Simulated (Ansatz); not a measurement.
Runs of Ansatz 0.2.0 on Hf. The structure is hexagonal, space group P6_3/mmc (No. 194). The conventional cell has a = 3.197 Å, b = 3.197 Å, c = 5.058 Å, α = 90.00°, β = 90.00°, γ = 120.00°. Hf (site symmetry -6m2) has 12 Hf at 3.13 to 3.20 Å as nearest neighbours. 

```tsv
task	level	cell	cutoff (eV)	points for each segment of the path	target pressure (GPa)	gap on the mesh (eV)	pressure (GPa)
band structure	r2SCAN	as given	500	14	-	none	(b)
relaxation of cell and atoms	PBE	relaxed to 5 GPa	420	-	5	none	5.0
band structure	LDA	as given	420	14	-	none	-7.8
band structure	BLYP	as given	420	14	-	none	3.4
band structure	revPBE	as given	420	14	-	none	2.7
band structure	PBEsol	as given	420	14	-	none	(a)
band structure	RPBE	as given	420	14	-	none	3.5
relaxation of cell and atoms	PBE	relaxed	420	-	-	none	0.0
band structure	PBE	as given	420	14	-	none	0.6
relaxation of cell and atoms	PBE	relaxed to 2 GPa	420	-	2	none	2.0
```

Alike in all rows: potentials or basis Ansatz PAW; no spin polarisation; k mesh 10 × 10 × 5; smearing fermi-dirac 0.05 eV.

Task: Estimate the missing entries.

Result: (a) -3.9; (b) -0.3.

Caveats: spin-orbit coupling is left out, which moves the levels of the heavy elements (some runs); the PAW data sets come from PBE, with cores solved anew for the run's functional, which leaves a small shift of forces and pressure (some runs); the plane-wave basis is chosen anew once the cell has moved, so the energies of steps on either side of that aren't comparable (some runs).

A k mesh can miss the band edges, and the runs leave out spin-orbit coupling on Hf.

A gap of «none» marks a metal or a gap under the smearing width.
